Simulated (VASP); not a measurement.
Write an ASE script for VASP 6.6.1 that does the following.

| Property | Result |
| --- | --- |
| Task | single point |
| Functional | PBE |
| Potentials or basis | VASP PAW PBE potentials, release 64 (I) |
| Cutoff | 520 eV |
| k mesh | 11 × 11 × 11 |
| Occupations | gaussian, width 0.05 eV |
| Spin | no spin polarisation |
| Further INCAR settings | ALGO = Normal; EDIFF = 1.00e-06 |

The structure of I lies in I.cif:

```cif
data_I
_cell_length_a 3.23491200
_cell_length_b 3.23491200
_cell_length_c 8.52961600
_cell_angle_alpha 90.00000000
_cell_angle_beta 90.00000000
_cell_angle_gamma 90.00000000
_space_group_name_H-M_alt 'I4/mmm'
_space_group_name_Hall '-I 4 2'
_space_group_IT_number 139
loop_
_space_group_symop_operation_xyz
'x,y,z'
'-x,-y,-z'
'-y,x,z'
'y,-x,-z'
'-x,-y,z'
'x,y,-z'
'y,-x,z'
'-y,x,-z'
'x,-y,-z'
'-x,y,z'
'-y,-x,-z'
'y,x,z'
'-x,y,-z'
'x,-y,z'
'y,x,-z'
'-y,-x,z'
'x+1/2,y+1/2,z+1/2'
'-x+1/2,-y+1/2,-z+1/2'
'-y+1/2,x+1/2,z+1/2'
'y+1/2,-x+1/2,-z+1/2'
'-x+1/2,-y+1/2,z+1/2'
'x+1/2,y+1/2,-z+1/2'
'y+1/2,-x+1/2,z+1/2'
'-y+1/2,x+1/2,-z+1/2'
'x+1/2,-y+1/2,-z+1/2'
'-x+1/2,y+1/2,z+1/2'
'-y+1/2,-x+1/2,-z+1/2'
'y+1/2,x+1/2,z+1/2'
'-x+1/2,y+1/2,-z+1/2'
'x+1/2,-y+1/2,z+1/2'
'y+1/2,x+1/2,-z+1/2'
'-y+1/2,-x+1/2,z+1/2'
loop_
_atom_site_label
_atom_site_type_symbol
_atom_site_symmetry_multiplicity
_atom_site_Wyckoff_symbol
_atom_site_fract_x
_atom_site_fract_y
_atom_site_fract_z
_atom_site_occupancy
I1 I 2 a 0.0000000000 0.0000000000 0.0000000000 1
```

The input as run:

run.py

```python
from ase.calculators.vasp import Vasp
from ase.dft.bandgap import bandgap
from ase.io import read

atoms = read('I.cif', primitive_cell=True, subtrans_included=False)
calc = Vasp(
    directory='calc',
    xc='pbe',
    pp='PBE',
    setups='recommended',
    prec='Accurate',
    encut=520,
    ediff=1e-06,
    ismear=0,
    sigma=0.05,
    lreal=False,
    lasph=True,
    nelm=60,
    algo='Normal',
    isif=2,
    lwave=False,
    lcharg=False,
    kpts=[11, 11, 11],
    gamma=True,
)
atoms.calc = calc

print('energy (eV):', atoms.get_potential_energy())
print('free energy (eV):', atoms.get_potential_energy(force_consistent=True))
print('forces (eV/A):')
print(atoms.get_forces())
print('stress (eV/A^3, Voigt):', atoms.get_stress())
print('Fermi level (eV):', calc.get_fermi_level())
gap, top, bottom = bandgap(calc)
print('band gap (eV):', gap, 'from (spin, k, band)', top, 'to', bottom)
```

Potentials or basis: VASP PAW PBE potentials, release 64 (I).

Run with:

```console
$ python run.py
```

It gave:

```yaml
Pressure: 0.1 GPa
Band_gap_on_the_k_mesh: none (metal or under the smearing width)
```

Caveat: an odd number of electrons without spin polarisation forces a metal; a magnetic or distorted state may lie lower.

Run time: 25 s on 1 thread of Intel(R) Xeon(R) Platinum 8559C (Emerald Rapids), on a shared host, peak memory 0.22 GiB.
